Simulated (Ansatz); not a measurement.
# Cu2H3: a closer look at a trial structure

Aim: for this structure of Cu2H3, see whether it has a gap, which orbitals make up the states near it and how charge is shared.

Method: DFT PBE, scalar-relativistic, plane waves, PAW, in Ansatz 0.2.0.

### 1 The system as given

Symmetry: P6_3/mmc, No. 194, hexagonal system. Conventional cell: a = 2.843 Å, b = 2.843 Å, c = 10.693 Å, α = 90.00°, β = 90.00°, γ = 120.00°. Cu (site symmetry -3m) is surrounded by 6 H at 1.86 Å. Cu (site symmetry -6m2) is surrounded by 5 H at 1.64 to 1.79 Å. H (site symmetry 3m) has 4 Cu at 1.79 to 1.86 Å as nearest neighbours. H (site symmetry -6m2) is surrounded by 3 Cu at 1.64 Å.

Structure file:

```
CELL_PARAMETERS angstrom
2.84343 0.00000 0.00000
-1.42171 2.46248 0.00000
0.00000 0.00000 10.69287
ATOMIC_POSITIONS crystal
Cu 0.00000 0.00000 0.00000
Cu 0.00000 0.00000 0.50000
Cu 0.33333 0.66667 0.25000
Cu 0.66667 0.33333 0.75000
H 0.33333 0.66667 0.08232
H 0.66667 0.33333 0.58232
H 0.66667 0.33333 0.91768
H 0.33333 0.66667 0.41768
H 0.00000 0.00000 0.25000
H 0.00000 0.00000 0.75000
```

The cell was relaxed beforehand at this level, from a database cell with other species swapped in; it needn't be the stable form of this composition. At a tolerance of 0.05 Å it has space group P6_3/mmc (No. 194); it has 7.49 Å³/atom, an uncorrected energy of +0.30 eV/atom over the elements.

### 2 Static run: bands, density of states and charges

input.yaml

```yaml
crystal:
  lattice:
    - [2.8434262519, 0.0, 0.0]
    - [-1.4217131259, 2.4624793679, 0.0]
    - [0.0, 0.0, 10.6928660081]
  atoms:
    - { symbol: Cu, position: [0.0, 0.0, 0.0] }
    - { symbol: Cu, position: [0.0, 0.0, 0.5] }
    - { symbol: Cu, position: [0.3333333333, 0.6666666667, 0.25] }
    - { symbol: Cu, position: [0.6666666667, 0.3333333333, 0.75] }
    - { symbol: H, position: [0.3333333333, 0.6666666667, 0.0823228254] }
    - { symbol: H, position: [0.6666666667, 0.3333333333, 0.5823228254] }
    - { symbol: H, position: [0.6666666667, 0.3333333333, 0.9176771746] }
    - { symbol: H, position: [0.3333333333, 0.6666666667, 0.4176771746] }
    - { symbol: H, position: [0.0, 0.0, 0.25] }
    - { symbol: H, position: [0.0, 0.0, 0.75] }
basis:
  ecutwfc: 420
kpoints:
  mp_grid: { grid: [18, 18, 4] }
  band_path:
    path:
      - [[0.0, 0.0, 0.0], [0.5, 0.0, 0.0], [0.33333333, 0.33333333, 0.0], [0.0, 0.0, 0.0], [0.0, 0.0, 0.5], [0.5, 0.0, 0.5], [0.33333333, 0.33333333, 0.5], [0.0, 0.0, 0.5]]
      - [[0.5, 0.0, 0.5], [0.5, 0.0, 0.0]]
      - [[0.33333333, 0.33333333, 0.5], [0.33333333, 0.33333333, 0.0]]
    npoints: 14
hamiltonian:
  xc: pbe
scf:
  occupations: { method: gaussian, width: 0.1 }
  n_extra_bands: 25
output:
  forces: true
  stress: true
  eigenvalues: true
  populations: true
  dos: { projected: true, de: 0.02, nscf_kmesh: { grid: [22, 22, 5] } }
  bader: true
```

The run is started by

```bash
$ ansatz run input.yaml --threads 1 --pin off --max-ram 2560MiB --backend cpu --events-out ev --progress --plain --runs-dir out
```

**Question.** What will these runs give? Wanted: gap; states at the Fermi level; Bader charges.

As calculated:

```
                 quantity                                  value
                      gap                           none (metal)
states at the Fermi level                   3.42 per eV per cell
            Bader charges  Cu +0.42 to +0.51, H -0.32 to -0.31 e
```

**Reading.** There is no gap at this level. Of the projected weight within 0.25 eV of the Fermi level, the largest part is H 1s (44 %) and Cu 3d (43 %). Bader charges reach 0.5 e, so charge transfer in this metal is moderate.
